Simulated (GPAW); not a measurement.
Crystal: Bi.

```xyz
1
Lattice="-1.9814 1.9814 1.9814 1.9814 -1.9814 1.9814 1.9814 1.9814 -1.9814" Properties=species:S:1:pos:R:3 pbc="T T T"
Bi    0.0000    0.0000    0.0000
```

This isn't the form of Bi at room conditions, which is rhombohedral.

- Program: GPAW 26.7.0
- Task: relaxation of cell and atoms
- Functional: RPBE
- Dispersion: D4
- Potentials or basis: the program's PAW data sets (release 1.2.1) made for this functional
- Cutoff: 600 eV
- Basis: pw
- k mesh: 9 × 9 × 9
- Occupations: fermi-dirac, width 0.05 eV
- Spin: no spin polarisation

At the start: pressure -2.3 GPa; volume 31.12 Å³/atom.

Question: Where does the relaxation end?

Answer: Over 3 steps the energy falls by 8.9 meV/atom and the volume is 29.81 Å³/atom (-4.2 %); space group Im-3m (No. 229, to 0.05 Å).

Step by step:
```
step  energy change (eV)  largest force (eV/Å)  pressure (GPa)  volume (Å³)
   1              0.0000                0.0000           -2.29        31.12
   2             -0.0064                0.0000           -1.29        30.53
   3             -0.0089                0.0000            0.04        29.81
```

Final structure:
```yaml
crystal:
  lattice:
    - [-1.95336, 1.95336, 1.95336]
    - [1.95336, -1.95336, 1.95336]
    - [1.95336, 1.95336, -1.95336]
  atoms:
    - { symbol: Bi, position: [0.00000, 0.00000, 0.00000] }
```

Caveat: later steps reuse the first step's grids; pairwise dispersion overbinds metals, which lowers pressure and volume.
